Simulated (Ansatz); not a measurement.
Results of r²SCAN+rVV10 in Ansatz (plane waves, PAW) for wurtzite InN.

Run with plane-wave cutoff 560 eV, 12×12×6 k mesh (along the axes of the cell as run), Fermi–Dirac smearing 0.01 eV, scalar-relativistic PAW data made under PBE.

Energies at three volumes about the minimum:

```tsv
V (Å³/atom)	E − E_lowest (meV/atom)
15.151	2.89
15.460	0.00
15.769	2.66
```

Q: Fit a parabola by hand: where is the minimum, and what is the bulk modulus?

A: Slopes: (0.00 − 2.89)/(15.460 − 15.151) = -9.353 and (2.66 − 0.00)/(15.769 − 15.460) = 8.608 meV/Å³. Curvature E″ = 2 × (8.608 − (-9.353))/(15.769 − 15.151) = 58.126 meV/Å⁶. From the middle of the first interval, the slope vanishes at V0 = 15.3055 − (-9.353)/58.126 = 15.466 Å³/atom. B = V0 E″ = 15.466 × 58.126 meV/Å³ × 0.1602 GPa per meV/Å³ = 144 GPa. The full Birch–Murnaghan fit to all volumes gives V0 = 15.460 Å³/atom and B0 = 144 GPa.

Shape and atoms are relaxed at each volume.

Measured, for comparison: bulk modulus 126 GPa (room temperature, no zero-point or thermal correction; as tabulated in Phys. Rev. B 49, 14 (GaN and InN under pressure), abstract); equilibrium volume per atom 15.38 Å³/atom (300 K, no zero-point or thermal correction; as tabulated in Wikipedia's data pages). Computed (rounded) less measured: bulk modulus +14 %, equilibrium volume per atom +0.5 %.

Note: the bulk modulus comes from volumes at which shape and atoms were relaxed.

Ansatz is an electronic-structure program.
